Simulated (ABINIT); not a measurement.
Cu in ABINIT: the effect of potentials

Crystal: Cu.

```
CELL_PARAMETERS angstrom
0.00000 1.80750 1.80750
1.80750 0.00000 1.80750
1.80750 1.80750 0.00000
ATOMIC_POSITIONS crystal
Cu 0.00000 0.00000 0.00000
```

Alike in all runs:

- Program: ABINIT 10.8.3 (patched build)
- Task: single point
- Functional: r2SCAN
- k mesh: 13 × 13 × 13
- Occupations: fermi-dirac, width 0.05 eV
- Spin: no spin polarisation

```tsv
potentials	cutoff	pressure (GPa)
Ansatz PAW PBE default generated set, frozen core	490 eV	-5.0
JTH PAW PBE v2.0	844 eV	-4.8
Ansatz NC r2SCAN	1742 eV	-5.0
SG15 NC PBE v1.2	1306 eV	?
PseudoDojo NC SR PBE v0.4.1 standard	1497 eV	-6.3
```

Q: What does the run with potentials SG15 NC PBE v1.2 give?

A: Pressure -4.0 GPa.

Caveats: the PAW data sets were made with another functional, which shifts forces and pressure a little (some runs); the potentials were made for another functional, which shifts forces and pressure (some runs); the atomic spheres overlap (some runs); a meta-GGA on potentials with a model core is unreliable (some runs).
